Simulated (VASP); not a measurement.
# Si (I4/mmm) in VASP: a series of runs

Runs on Si. Level: PBE. Tasks: single point.

Program: VASP 6.6.1. These are calculated values, not measurements. Logs are shortened: lines on timing, memory, paths and dates and some standing lists are left out, and cuts for length are marked.

**1. The structure**

Symmetry: I4/mmm, No. 139, tetragonal system. The conventional cell has a = 6.651 Å, b = 6.651 Å, c = 3.845 Å, α = 90.00°, β = 90.00°, γ = 90.00°. Around Si (site symmetry m2m) lie 4 Si at 2.34 to 2.38 Å.

This isn't the form of Si at room conditions, which is diamond.

**2. Single point, PBE**

The input, INCAR:

```
PREC = Accurate
ENCUT = 450
EDIFF = 1E-6
ISMEAR = 0
SIGMA = 0.05
LREAL = False
LASPH = True
NELM = 100
ALGO = Normal
ISIF = 2
LWAVE = False
LCHARG = False
GGA = PE
NBANDS = 16
ADDGRID = False
```

The input, KPOINTS:

```
Automatic mesh
0
Gamma
  10 10 10
```

The input, POSCAR:

```
Si
1.0
   -3.3254442900      3.3254442900      1.9223856600
    3.3254442900     -3.3254442900      1.9223856600
    3.3254442900      3.3254442900     -1.9223856600
Si
4
Direct
    0.8211989400      0.1788010600      0.0000000000
    0.1788010600      0.8211989400      0.0000000000
    0.8211989400      0.8211989400      0.6423978800
    0.1788010600      0.1788010600      0.3576021200
```

Potentials or basis: VASP PAW PBE potentials, release 64 (Si).

Launch:

```console
> cat potpaw_PBE.64/Si/POTCAR > POTCAR
> mpirun -np 1 vasp_std > vasp.out
```

OUTCAR:

```text
PREC = Accurate
   ENCUT = 450
   EDIFF = 1E-6
   ISMEAR = 0
   LREAL = False
   LASPH = True
   NELM = 100
   ISIF = 2
   GGA = PE

 Found    102 irreducible k-points:

 Following reciprocal coordinates:
            Coordinates               Weight
  0.000000  0.000000  0.000000      1.000000
  0.100000  0.000000 -0.000000      8.000000
  0.200000  0.000000 -0.000000      8.000000
  0.300000  0.000000 -0.000000      8.000000
  0.400000  0.000000  0.000000      8.000000
  0.500000  0.000000  0.000000      4.000000
   k-points           NKPTS =    102   k-points in BZ     NKDIM =    102   number of bands    NBANDS=     16
   number of dos      NEDOS =    301   number of ions     NIONS =      4
   total plane-waves  NPLWV =  46656
   dimension x,y,z NGX =    36 NGY =   36 NGZ =   36
   dimension x,y,z NGXF=    72 NGYF=   72 NGZF=   72
   ions per type =               4
   NGX,Y,Z   is equivalent  to a cutoff of  11.78, 11.78, 11.78 a.u.
   NGXF,Y,Z  is equivalent  to a cutoff of  23.56, 23.56, 23.56 a.u.
 SYSTEM =  unknown system
   PREC   = accura    normal or accurate (medium, high low for compatibility)
   ISTART =      0    job   : 0-new  1-cont  2-samecut
   ICHARG =      2    charge: 1-file 2-atom 10-const
   ISPIN  =      1    spin polarized calculation?
   LNONCOLLINEAR =      F non collinear calculations
   LSORBIT =      F    spin-orbit coupling
   LASPH  =      T    aspherical Exc in radial PAW
   ENCUT  =  450.0 eV  33.07 Ry    5.75 a.u.   8.79  8.79  8.79*2*pi/ulx,y,z
   NELM   =    100;   NELMIN=  2; NELMDL= -5     # of ELM steps
   EDIFF  = 0.1E-05   stopping-criterion for ELM
   LREAL  =      F    real-space projection
   EDIFFG = 0.1E-04   stopping-criterion for IOM
   NSW    =      0    number of steps for IOM
   IBRION =     -1    ionic relax: 0-MD 1-quasi-New 2-CG
   NFREE  =      0    steps in history (QN), initial steepest desc. (CG)
   ISIF   =      2    stress and relaxation
   ISYM   =      2    0-nonsym 1-usesym 2-fastsym
   POTIM  = 0.5000    time-step for ionic-motion
   TEBEG  =    0.0;   TEEND  =   0.0 temperature during run
   PSTRESS=    0.0 pullay stress
   NELECT =      16.0000    total number of electrons
   NUPDOWN=      -1.0000    fix difference up-down
   EMIN   =  10.00;   EMAX   =-10.00  energy-range for DOS
   EFERMI =   0.00;   METHOD = LEGACY
   ISMEAR =     0;   SIGMA  =   0.05  broadening in eV -4-tet -1-fermi 0-gaus
   EFERMI_NEDOS =   21; number of points for ismear=-14 and -15
   IALGO  =     38    algorithm
   IMIX   =      4    mixing-type and parameters
     AMIX     =   0.40;   BMIX     =  1.00
     AMIX_MAG =   1.60;   BMIX_MAG =  1.00
  volume/ion in A,a.u.               =      21.26       143.46
  Fermi-wavevector in a.u.,A,eV,Ry     =   0.938098  1.772748 11.973506  0.880028
  Thomas-Fermi vector in A             =   2.065276
   LORBIT       =      0    0 simple, 1 ext, 2 COOP (PROOUT), +10 PAW based schemes
   GGA     = PE    functional components
   LHFCALC =     F    Hartree Fock is set to
   AEXX    =    0.0000 exact exchange contribution
   IVDW    =     0    specifies the selected vdW correction
   LEPSILON=     F    determine dielectric tensor
   LRPA    =     F    only Hartree local field effects (RPA)
 non-spin polarized calculation
 Gauss-broadening in eV      SIGMA  =   0.05
  energy-cutoff  :      450.00
  volume of cell :       85.04
 maximum number of plane-waves:      1866
   NGX = 17   NGY = 17   NGZ = 17

 number of electron      15.9999999 magnetization

 Free energy of the ion-electron system (eV)
  ---------------------------------------------------
  ext. energy  EPLUGINS =         0.00000000
  ---------------------------------------------------
  free energy    TOTEN  =       -21.29014609 eV

  energy without entropy =      -21.29014609  energy(sigma->0) =      -21.29014609

 E-fermi :   5.6260     XC(G=0):  -9.0827

 val. band max:        5.4507262686   @ k =   0.5000   0.5000   0.5000
 cond. band min:       5.8107743164   @ k =  -0.1000  -0.2000   0.1000
 fundamental gap:      0.3600480479
 Fermi energy:         5.6260221826

 k-point     1 :       0.0000    0.0000    0.0000
  band No.  band energies     occupation
      1      -6.5962      2.00000
      2      -2.3767      2.00000
      3      -0.1173      2.00000
      4      -0.1173      2.00000
      5       1.6963      2.00000
      6       3.9562      2.00000
[... 8 lines left out ...]
     15      10.9221      0.00000
     16      12.4090      0.00000

 k-point     2 :       0.1000    0.0000   -0.0000
  band No.  band energies     occupation
      1      -6.4857      2.00000
      2      -2.4008      2.00000
      3      -0.2609      2.00000
      4       0.0415      2.00000
      5       1.7898      2.00000
      6       3.3429      2.00000
[... 8 lines left out ...]
     15      10.4613      0.00000
     16      12.9680      0.00000

 k-point     3 :       0.2000    0.0000   -0.0000
  band No.  band energies     occupation
      1      -6.1598      2.00000
      2      -2.4140      2.00000
      3      -0.6770      2.00000
      4       0.3001      2.00000
      5       1.9279      2.00000
      6       2.3053      2.00000
[... 8 lines left out ...]
     15      10.7482      0.00000
     16      12.3139      0.00000

 k-point     4 :       0.3000    0.0000   -0.0000
  band No.  band energies     occupation
      1      -5.6418      2.00000
      2      -2.3348      2.00000
      3      -1.3918      2.00000
      4       0.1095      2.00000
      5       1.5047      2.00000
      6       2.0304      2.00000
[... 8 lines left out ...]
     15      11.7683      0.00000
     16      12.0813      0.00000

 k-point     5 :       0.4000    0.0000    0.0000
  band No.  band energies     occupation
      1      -5.0110      2.00000
      2      -2.2682      2.00000
      3      -2.1580      2.00000
      4      -0.4116      2.00000
      5       1.1835      2.00000
      6       1.9939      2.00000
[... 8 lines left out ...]
     15      11.3851      0.00000
     16      13.0530      0.00000

 k-point     6 :       0.5000    0.0000    0.0000
  band No.  band energies     occupation
      1      -4.6211      2.00000
      2      -2.7663      2.00000
      3      -2.0344      2.00000
      4      -0.6859      2.00000
      5       1.1077      2.00000
      6       1.9695      2.00000
[... 8 lines left out ...]
     15      11.0738      0.00000
     16      13.1681      0.00000

 [... further k-points ...]

------------------------ aborting loop because EDIFF is reached ----------------------------------------

  FORCE on cell =-STRESS in cart. coord.  units (eV):
  Direction    XX          YY          ZZ          XY          YZ          ZX
  --------------------------------------------------------------------------------------
  -------------------------------------------------------------------------------------
  Total        0.6965075      0.6965075      0.6669853      0.0000000      0.0000000     -0.0000000
  in kB       13.1231022     13.1231022     12.5668654      0.0000000      0.0000000     -0.0000000
  external PRESSURE =      12.9376900 kB  Pullay stress =       0.0000000 kB

 VOLUME and BASIS-vectors are now :
 -----------------------------------------------------------------------------
  energy-cutoff  :      450.00
  volume of cell :       85.04
      direct lattice vectors                 reciprocal lattice vectors
    -3.325444290  3.325444290  1.922385660     0.000000000  0.150355849  0.260093492
     3.325444290 -3.325444290  1.922385660     0.150355849  0.000000000  0.260093492
     3.325444290  3.325444290 -1.922385660     0.150355849  0.150355849  0.000000000

 POSITION                                       TOTAL-FORCE (eV/Angst)
 -----------------------------------------------------------------------------------
     -2.13626      2.13626      1.92239        -0.005887      0.005887     -0.000000
      2.13626     -2.13626      1.92239         0.005887     -0.005887     -0.000000
      2.13626      2.13626      1.92239         0.005887      0.005887     -0.000000
      1.18919      1.18919     -0.00000        -0.005887     -0.005887      0.000000
 -----------------------------------------------------------------------------------
    total drift:                               -0.000000     -0.000000      0.000000

  FREE ENERGIE OF THE ION-ELECTRON SYSTEM (eV)
  ---------------------------------------------------
  free  energy   TOTEN  =       -21.2901460884 eV

  energy  without entropy=      -21.2901460879  energy(sigma->0) =      -21.29014609
```

Wall time 69 s (1 thread of AMD EPYC 9R14 (Zen 4), shared host); peak memory 0.2 GiB.

These settings aren't checked as converged: the numbers below hold their error.

Results:

| Property | Result |
| --- | --- |
| Free energy | -21.2901 eV |
| Pressure | 1.3 GPa |
| Largest force | 0.008 eV/Å |
| Band gap on the k mesh | 0.36 eV, indirect (least direct gap 0.39 eV) |

**3. Single point, PBE**

INCAR, as its differences from that of step 2:

```diff
@@ -1,3 +1,3 @@
 PREC = Accurate
-ENCUT = 450
+ENCUT = 550
 EDIFF = 1E-6
```

KPOINTS is that of step 2.

POSCAR is that of step 2.

Potentials or basis: VASP PAW PBE potentials, release 64 (Si).

Launch:

```console
> cat potpaw_PBE.64/Si/POTCAR > POTCAR
> mpirun -np 1 vasp_std > vasp.out
```

It took 90 s on 1 thread of AMD EPYC 9R14 (Zen 4), shared host; peak memory 0.25 GiB.

These settings aren't checked as converged: the numbers below hold their error.

Results:

| Item | Value |
| --- | --- |
| Free energy | -21.2901 eV |
| Pressure | 1.3 GPa |
| Largest force | 0.008 eV/Å |
| Band gap on the k mesh | 0.36 eV, indirect (least direct gap 0.39 eV) |

**4. The reference run**

An earlier run on the cell as given: functional PBE; potentials or basis VASP PAW PBE potentials, release 64 (Si); cutoff 520 eV; k mesh 8 × 8 × 8; occupations fermi-dirac, width 0.05 eV; no spin polarisation.

* Pressure: 1.3 GPa
* Largest force: 0.008 eV/Å
* Band gap on the k mesh: 0.26 eV, indirect (least direct gap 0.39 eV)
